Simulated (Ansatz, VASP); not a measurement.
**Sn: VASP beside Ansatz**

```xyz
1
Lattice="2.3680 0.0000 0.0000 0.0000 2.3680 0.0000 0.0000 0.0000 2.3680" Properties=species:S:1:pos:R:3 pbc="T T T"
Sn    0.0000    0.0000    0.0000
```

Change from the starting cell: volume scaled by 0.45, LAPW.

Alike in both runs: task single point; functional PBE; k mesh 12 × 12 × 12; occupations fermi-dirac, width 0.08 eV; no spin polarisation.

|  | VASP | Ansatz |
| --- | --- | --- |
| version | VASP 6.6.1 | Ansatz 0.2.0 |
| potentials or method | VASP PAW PBE potentials, release 64 (Sn_d), cutoff 520 eV | all-electron LAPW, scalar-relativistic |

|  | VASP | Ansatz | Ansatz less VASP |
| --- | --- | --- | --- |
| pressure (GPa) | 251.8 | 250.7 | -1.09 |

Ansatz ran all-electron here, so the differences hold the error of VASP's frozen core and of both bases.

Caveats: the cell as given lies far from equilibrium; so large a pressure means that the cell lies far from this level's equilibrium, or that cutoff or potentials fall short (VASP).
